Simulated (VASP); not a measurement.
# SiO2 (P4_2/mnm) in VASP: equation of state

How stiff is SiO2 in PBEsol, and what volume does it want? The cell is scaled to several volumes.

Program: VASP 6.6.1. These are calculated values, not measurements. Logs are shortened: lines on timing, memory, paths and dates and some standing lists are left out, and cuts for length are marked.

### Step 1. The crystal as given

The structure is tetragonal, space group P4_2/mnm (No. 136). Conventional cell: a = 4.233 Å, b = 4.233 Å, c = 2.693 Å, α = 90.00°, β = 90.00°, γ = 90.00°. Si (site symmetry mmm) has 6 O at 1.78 to 1.84 Å as nearest neighbours. Around O (site symmetry m2m) lie 3 Si at 1.78 to 1.84 Å.

The cell comes from a database or a generator and needn't be the stable form of this composition.

### Step 2. Equation of state, PBEsol, 7.56 Å³/atom (volume scaled by 0.94)

The input, INCAR:

```
SYSTEM = SiO2
PREC = Accurate
ENCUT = 520
EDIFF = 1E-7
ISMEAR = -1
SIGMA = 0.05
LREAL = .False.
LASPH = .True.
NELM = 100
ALGO = Normal
ISIF = 2
LWAVE = .False.
LCHARG = .False.
GGA = PS
NBANDS = 25
KPAR = 2
```

The input, KPOINTS:

```
regular mesh
0
Gamma
  6 6 10
  0 0 0
```

The input, POSCAR:

```
SiO2
1.0
    4.1467535482      0.0000000000      0.0000000000
    0.0000000000      4.1467535482      0.0000000000
    0.0000000000      0.0000000000      2.6385102859
Si O
2 4
Direct
    0.0000000000      0.0000000000      0.0000000000
    0.5000000000      0.5000000000      0.5000000000
    0.8068390000      0.1931610000      0.5000000000
    0.3068390000      0.3068390000      0.0000000000
    0.1931610000      0.8068390000      0.5000000000
    0.6931610000      0.6931610000      0.0000000000
```

Potentials or basis: VASP PAW PBE potentials, release 64 (Si, O).

The run is started by

```console
> cat potpaw_PBE.64/Si/POTCAR potpaw_PBE.64/O/POTCAR > POTCAR
> mpirun -np 2 vasp_std > vasp.out
```

OUTCAR:

```text
SYSTEM = SiO2
   PREC = Accurate
   ENCUT = 520
   EDIFF = 1E-7
   ISMEAR = -1
   LREAL = .False.
   LASPH = .True.
   NELM = 100
   ISIF = 2
   GGA = PS

 Found     60 irreducible k-points:

 Following reciprocal coordinates:
            Coordinates               Weight
  0.000000  0.000000  0.000000      1.000000
  0.166667  0.000000  0.000000      4.000000
  0.333333  0.000000  0.000000      4.000000
  0.500000  0.000000  0.000000      2.000000
  0.166667  0.166667  0.000000      4.000000
  0.333333  0.166667  0.000000      8.000000
   k-points           NKPTS =     60   k-points in BZ     NKDIM =     60   number of bands    NBANDS=     25
   number of dos      NEDOS =    301   number of ions     NIONS =      6
   total plane-waves  NPLWV =  20480
   dimension x,y,z NGX =    32 NGY =   32 NGZ =   20
   dimension x,y,z NGXF=    64 NGYF=   64 NGZF=   40
   ions per type =               2   4
   NGX,Y,Z   is equivalent  to a cutoff of  12.83, 12.83, 12.60 a.u.
   NGXF,Y,Z  is equivalent  to a cutoff of  25.66, 25.66, 25.20 a.u.
 SYSTEM =  SiO2
   PREC   = accura    normal or accurate (medium, high low for compatibility)
   ISTART =      0    job   : 0-new  1-cont  2-samecut
   ICHARG =      2    charge: 1-file 2-atom 10-const
   ISPIN  =      1    spin polarized calculation?
   LNONCOLLINEAR =      F non collinear calculations
   LSORBIT =      F    spin-orbit coupling
   LASPH  =      T    aspherical Exc in radial PAW
   ENCUT  =  520.0 eV  38.22 Ry    6.18 a.u.   7.71  7.71  4.91*2*pi/ulx,y,z
   NELM   =    100;   NELMIN=  2; NELMDL= -5     # of ELM steps
   EDIFF  = 0.1E-06   stopping-criterion for ELM
   LREAL  =      F    real-space projection
   EDIFFG = 0.1E-05   stopping-criterion for IOM
   NSW    =      0    number of steps for IOM
   IBRION =     -1    ionic relax: 0-MD 1-quasi-New 2-CG
   NFREE  =      0    steps in history (QN), initial steepest desc. (CG)
   ISIF   =      2    stress and relaxation
   ISYM   =      2    0-nonsym 1-usesym 2-fastsym
   POTIM  = 0.5000    time-step for ionic-motion
   TEBEG  =    0.0;   TEEND  =   0.0 temperature during run
   PSTRESS=    0.0 pullay stress
   NELECT =      32.0000    total number of electrons
   NUPDOWN=      -1.0000    fix difference up-down
   EMIN   =  10.00;   EMAX   =-10.00  energy-range for DOS
   EFERMI =   0.00;   METHOD = LEGACY
   ISMEAR =    -1;   SIGMA  =   0.05  broadening in eV -4-tet -1-fermi 0-gaus
   EFERMI_NEDOS =   21; number of points for ismear=-14 and -15
   IALGO  =     38    algorithm
   IMIX   =      4    mixing-type and parameters
     AMIX     =   0.40;   BMIX     =  1.00
     AMIX_MAG =   1.60;   BMIX_MAG =  1.00
  volume/ion in A,a.u.               =       7.56        51.03
  Fermi-wavevector in a.u.,A,eV,Ry     =   1.457247  2.753797 28.892895  2.123568
  Thomas-Fermi vector in A             =   2.574070
   LORBIT       =      0    0 simple, 1 ext, 2 COOP (PROOUT), +10 PAW based schemes
   GGA     = PS    functional components
   LHFCALC =     F    Hartree Fock is set to
   AEXX    =    0.0000 exact exchange contribution
   IVDW    =     0    specifies the selected vdW correction
   LEPSILON=     F    determine dielectric tensor
   LRPA    =     F    only Hartree local field effects (RPA)
 non-spin polarized calculation
  energy-cutoff  :      520.00
  volume of cell :       45.37
 maximum number of plane-waves:      1250
 NGX is ok and might be reduce to    32
   NGX = 15   NGY = 15   NGZ =  9

 number of electron      31.9999984 magnetization

 Free energy of the ion-electron system (eV)
  ---------------------------------------------------
  ext. energy  EPLUGINS =         0.00000000
  ---------------------------------------------------
  free energy    TOTEN  =       -48.89400570 eV

  energy without entropy =      -48.89400570  energy(sigma->0) =      -48.89400570

 E-fermi :   9.5408     XC(G=0): -12.6615

 val. band max:        8.5153951252   @ k =   0.0000   0.0000   0.0000
 cond. band min:      14.6057336770   @ k =   0.0000   0.0000   0.0000
 fundamental gap:      6.0903385518
 Fermi energy:         9.5407847269

 k-point     1 :       0.0000    0.0000    0.0000
  band No.  band energies     occupation
      1     -14.3415      2.00000
      2     -10.5027      2.00000
      3     -10.5027      2.00000
      4     -10.3219      2.00000
      5      -2.5153      2.00000
      6       1.8757      2.00000
[... 17 lines left out ...]
     24      22.9896      0.00000
     25      24.3637      0.00000

 k-point     2 :       0.1667    0.0000    0.0000
  band No.  band energies     occupation
      1     -14.1910      2.00000
      2     -11.2372      2.00000
      3     -10.4255      2.00000
      4      -9.9051      2.00000
      5      -2.3384      2.00000
      6       1.1015      2.00000
[... 17 lines left out ...]
     24      22.3675      0.00000
     25      24.1965      0.00000

 k-point     3 :       0.3333    0.0000    0.0000
  band No.  band energies     occupation
      1     -13.7500      2.00000
      2     -12.1757      2.00000
      3     -10.2184      2.00000
      4      -9.7961      2.00000
      5      -1.8388      2.00000
      6      -0.0428      2.00000
[... 17 lines left out ...]
     24      22.5617      0.00000
     25      23.7199      0.00000

 k-point     4 :       0.5000    0.0000    0.0000
  band No.  band energies     occupation
      1     -13.0545      2.00000
      2     -13.0545      2.00000
      3      -9.9608      2.00000
      4      -9.9608      2.00000
      5      -1.0593      2.00000
      6      -1.0593      2.00000
[... 17 lines left out ...]
     24      22.3221      0.00000
     25      23.6254      0.00000

 k-point     5 :       0.1667    0.1667    0.0000
  band No.  band energies     occupation
      1     -14.0441      2.00000
      2     -11.4387      2.00000
      3     -10.6087      2.00000
      4      -9.7914      2.00000
      5      -2.1264      2.00000
      6       1.0341      2.00000
[... 17 lines left out ...]
     24      22.1419      0.00000
     25      24.0726      0.00000

 k-point     6 :       0.3333    0.1667    0.0000
  band No.  band energies     occupation
      1     -13.6163      2.00000
      2     -12.1435      2.00000
      3     -10.4926      2.00000
      4      -9.8754      2.00000
      5      -1.5556      2.00000
      6       0.2206      2.00000
[... 17 lines left out ...]
     24      22.3357      0.00000
     25      23.7581      0.00000

 [... further k-points ...]

------------------------ aborting loop because EDIFF is reached ----------------------------------------

  FORCE on cell =-STRESS in cart. coord.  units (eV):
  Direction    XX          YY          ZZ          XY          YZ          ZX
  --------------------------------------------------------------------------------------
  -------------------------------------------------------------------------------------
  Total        3.6262819      3.6262819      5.1167657     -0.0000000      0.0000000      0.0000000
  in kB      128.0551083    128.0551083    180.6886493     -0.0000000      0.0000000      0.0000000
  external PRESSURE =     145.5996219 kB  Pullay stress =       0.0000000 kB

 VOLUME and BASIS-vectors are now :
 -----------------------------------------------------------------------------
  energy-cutoff  :      520.00
  volume of cell :       45.37
      direct lattice vectors                 reciprocal lattice vectors
     4.146753548  0.000000000  0.000000000     0.241152504  0.000000000  0.000000000
     0.000000000  4.146753548  0.000000000     0.000000000  0.241152504  0.000000000
     0.000000000  0.000000000  2.638510286     0.000000000  0.000000000  0.379001744

 POSITION                                       TOTAL-FORCE (eV/Angst)
 -----------------------------------------------------------------------------------
      0.00000      0.00000      0.00000        -0.000000      0.000000     -0.000000
      2.07338      2.07338      1.31926        -0.000000      0.000000     -0.000000
      3.34576      0.80099      1.31926        -0.322808      0.322808     -0.000000
      1.27239      1.27239      0.00000        -0.322808     -0.322808      0.000000
      0.80099      3.34576      1.31926         0.322808     -0.322808      0.000000
      2.87437      2.87437      0.00000         0.322808      0.322808     -0.000000
 -----------------------------------------------------------------------------------
    total drift:                                0.000000     -0.000000     -0.000000

  FREE ENERGIE OF THE ION-ELECTRON SYSTEM (eV)
  ---------------------------------------------------
  free  energy   TOTEN  =       -48.8940056966 eV

  energy  without entropy=      -48.8940056966  energy(sigma->0) =      -48.89400570
```

stdout:

```text
POSCAR found type information on POSCAR SiO
 POSCAR found :  2 types and       6 ions
 scaLAPACK will be used
 -----------------------------------------------------------------------------
|                                                                             |
|                                                                             |
|     You enforced a specific xc type in the INCAR file but a different       |
|     I HOPE YOU KNOW WHAT YOU ARE DOING!                                     |
|                                                                             |
 -----------------------------------------------------------------------------

 LDA part: xc-table for (Slater+PW92), standard interpolation
 POSCAR, INCAR and KPOINTS ok, starting setup
 FFT: planning ... GRIDC
 FFT: planning ... GRID_SOFT
 FFT: planning ... GRID
 WAVECAR not read
 entering main loop
```

It took 47 s on 2 MPI ranks of AMD EPYC 7R43 (Zen 3), shared host; peak memory 0.14 GiB.

Results:

| Item | Value |
| --- | --- |
| Free energy | -48.8940 eV |
| Pressure | 14.6 GPa |
| Largest force | 0.457 eV/Å |
| Band gap on the k mesh | 6.09 eV, direct |

Caveat: the PAW data sets were made with another functional, which shifts forces and pressure a little.

### Step 3. Equation of state, PBEsol, 7.72 Å³/atom (volume scaled by 0.96)

INCAR is that of step 2.

KPOINTS is that of step 2.

POSCAR: that of step 2 with these lines changed.

```diff
@@ -2,5 +2,5 @@
 1.0
-    4.1467535482      0.0000000000      0.0000000000
-    0.0000000000      4.1467535482      0.0000000000
-    0.0000000000      0.0000000000      2.6385102859
+    4.1759570002      0.0000000000      0.0000000000
+    0.0000000000      4.1759570002      0.0000000000
+    0.0000000000      0.0000000000      2.6570919565
 Si O
```

Potentials or basis: VASP PAW PBE potentials, release 64 (Si, O).

The run is started by

```console
> cat potpaw_PBE.64/Si/POTCAR potpaw_PBE.64/O/POTCAR > POTCAR
> mpirun -np 2 vasp_std > vasp.out
```

It took 50 s on 2 MPI ranks of AMD EPYC 7R43 (Zen 3), shared host; peak memory 0.14 GiB.

It converged, with:

```
Free energy            : -48.9606 eV
Pressure               : 7.0 GPa
Largest force          : 0.292 eV/Å
Band gap on the k mesh : 5.71 eV, direct
```

Caveat: the PAW data sets were made with another functional, which shifts forces and pressure a little.

### Step 4. Equation of state, PBEsol, 7.88 Å³/atom (volume scaled by 0.98)

INCAR is that of step 3.

KPOINTS is that of step 3.

POSCAR: that of step 3 with these lines changed.

```diff
@@ -2,5 +2,5 @@
 1.0
-    4.1759570002      0.0000000000      0.0000000000
-    0.0000000000      4.1759570002      0.0000000000
-    0.0000000000      0.0000000000      2.6570919565
+    4.2047576137      0.0000000000      0.0000000000
+    0.0000000000      4.2047576137      0.0000000000
+    0.0000000000      0.0000000000      2.6754173077
 Si O
```

The run is started by

```console
> cat potpaw_PBE.64/Si/POTCAR potpaw_PBE.64/O/POTCAR > POTCAR
> mpirun -np 2 vasp_std > vasp.out
```

Wall time 46 s (2 MPI ranks of AMD EPYC 7R43 (Zen 3), shared host); peak memory 0.15 GiB.

Results (log left out):

| Quantity | Value |
| --- | --- |
| Free energy | -48.9837 eV |
| Pressure | 0.1 GPa |
| Largest force | 0.139 eV/Å |
| Band gap on the k mesh | 5.34 eV, direct |

Caveat: the PAW data sets were made with another functional, which shifts forces and pressure a little.

### Step 5. Equation of state, PBEsol, 8.21 Å³/atom (volume scaled by 1.02)

INCAR is that of step 4.

KPOINTS is that of step 4.

POSCAR: that of step 4 with these lines changed.

```diff
@@ -2,5 +2,5 @@
 1.0
-    4.2047576137      0.0000000000      0.0000000000
-    0.0000000000      4.2047576137      0.0000000000
-    0.0000000000      0.0000000000      2.6754173077
+    4.2612040488      0.0000000000      0.0000000000
+    0.0000000000      4.2612040488      0.0000000000
+    0.0000000000      0.0000000000      2.7113332351
 Si O
```

The run is started by

```console
> cat potpaw_PBE.64/Si/POTCAR potpaw_PBE.64/O/POTCAR > POTCAR
> mpirun -np 2 vasp_std > vasp.out
```

Wall time 38 s (2 MPI ranks of AMD EPYC 7R43 (Zen 3), shared host); peak memory 0.15 GiB.

Results (log left out):

```
Free energy            : -48.9164 eV
Pressure               : -11.6 GPa
Largest force          : 0.137 eV/Å
Band gap on the k mesh : 4.65 eV, direct
```

Caveat: the PAW data sets were made with another functional, which shifts forces and pressure a little.

### Step 6. Equation of state, PBEsol, 8.37 Å³/atom (volume scaled by 1.04)

INCAR is that of step 5.

KPOINTS is that of step 5.

POSCAR: that of step 5 with these lines changed.

```diff
@@ -2,5 +2,5 @@
 1.0
-    4.2612040488      0.0000000000      0.0000000000
-    0.0000000000      4.2612040488      0.0000000000
-    0.0000000000      0.0000000000      2.7113332351
+    4.2888749803      0.0000000000      0.0000000000
+    0.0000000000      4.2888749803      0.0000000000
+    0.0000000000      0.0000000000      2.7289397884
 Si O
```

Potentials or basis: VASP PAW PBE potentials, release 64 (Si, O).

The run is started by

```console
> cat potpaw_PBE.64/Si/POTCAR potpaw_PBE.64/O/POTCAR > POTCAR
> mpirun -np 2 vasp_std > vasp.out
```

Wall time 41 s (2 MPI ranks of AMD EPYC 7R43 (Zen 3), shared host); peak memory 0.14 GiB.

The run converged. Its results:

```
Free energy            : -48.8334 eV
Pressure               : -16.5 GPa
Largest force          : 0.261 eV/Å
Band gap on the k mesh : 4.33 eV, direct
```

Caveat: the PAW data sets were made with another functional, which shifts forces and pressure a little.

### Step 7. Equation of state, PBEsol, 8.53 Å³/atom (volume scaled by 1.06)

INCAR is that of step 6.

KPOINTS is that of step 6.

POSCAR: that of step 6 with these lines changed.

```diff
@@ -2,5 +2,5 @@
 1.0
-    4.2888749803      0.0000000000      0.0000000000
-    0.0000000000      4.2888749803      0.0000000000
-    0.0000000000      0.0000000000      2.7289397884
+    4.3161933919      0.0000000000      0.0000000000
+    0.0000000000      4.3161933919      0.0000000000
+    0.0000000000      0.0000000000      2.7463220391
 Si O
```

The run is started by

```console
> cat potpaw_PBE.64/Si/POTCAR potpaw_PBE.64/O/POTCAR > POTCAR
> mpirun -np 2 vasp_std > vasp.out
```

Run time: 43 s. Hardware: 2 MPI ranks of AMD EPYC 7R43 (Zen 3), shared host; peak memory 0.15 GiB.

The run converged. Its results:

```
Free energy            : -48.7220 eV
Pressure               : -21.0 GPa
Largest force          : 0.377 eV/Å
Band gap on the k mesh : 4.02 eV, direct
```

Caveat: the PAW data sets were made with another functional, which shifts forces and pressure a little.

### Step 8. Equation of state, PBEsol

This step only gathers the single runs of the series.

What came out:

```
Equilibrium volume                        : 7.90 Å³/atom
Bulk modulus at fixed shape and positions : 316 GPa
Pressure derivative of the bulk modulus   : 4.2
```

Energy against volume, from the lowest point:
| volume (Å³/atom) | energy (meV/atom) |
| --- | --- |
| 7.562 | 14.95 |
| 7.723 | 3.85 |
| 7.884 | 0.00 |
| 8.044 | 2.68 |
| 8.205 | 11.22 |
| 8.366 | 25.05 |
| 8.527 | 43.62 |

Caveat: the cell was scaled at fixed shape and fractional positions, which overstates the stiffness of a crystal with free parameters, most of all of layers and chains; the PAW data sets were made with another functional, which shifts forces and pressure a little.
